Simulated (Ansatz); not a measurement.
## CdF2: a sublattice moved along a line

The calculation used Ansatz, DFT PBE, scalar-relativistic, plane waves, PAW. The runs took a 420 eV cutoff, a Γ-centred 8×8×8 mesh and Gaussian smearing (0.05 eV). No spin polarisation. Energies are free energies at this smearing, counted from the undisturbed cell; pressure is positive in compression.

Zero of the scan (as given, not relaxed at this level; it stands at 5.5 GPa):

```
Cd F
1.0
     0.00000    2.69400    2.69400
     2.69400    0.00000    2.69400
     2.69400    2.69400    0.00000
Cd F
1 2
Direct
  0.00000 0.00000 0.00000
  0.25000 0.25000 0.25000
  0.75000 0.75000 0.75000
```

Every Cd atom is moved by x along the Cartesian unit vector (0.577, 0.577, 0.577); the cell and all other atoms stay fixed.

| x (Å) | ΔE (meV/cell) | force along x on the moved atoms (eV/Å) | pressure (GPa) | gap on the mesh (eV) |
| --- | --- | --- | --- | --- |
| -0.3000 | 294.9 | 2.36 | 10.9 | 3.14 |
| -0.1500 | 63.2 | 0.89 | 6.7 | 3.13 |
| 0.0000 | 0.0 | 0.00 | 5.5 | 3.10 |
| 0.0375 | 3.8 | -0.20 | 5.5 | 3.10 |
| 0.0750 | 15.2 | -0.41 | 5.8 | 3.11 |
| 0.1125 | 34.7 | -0.64 | 6.2 | 3.12 |
| 0.1875 | 101.7 | -1.17 | 7.5 | 3.14 |
| 0.2250 | 151.8 | -1.51 | 8.4 | 3.16 |
| 0.2625 | 215.4 | -1.90 | 9.5 | 3.16 |

By symmetry 0.3000 repeats -0.3000, -0.2250 repeats 0.2250, 0.1500 repeats -0.1500, -0.0750 repeats 0.0750 in energy, with the opposite slope along the path.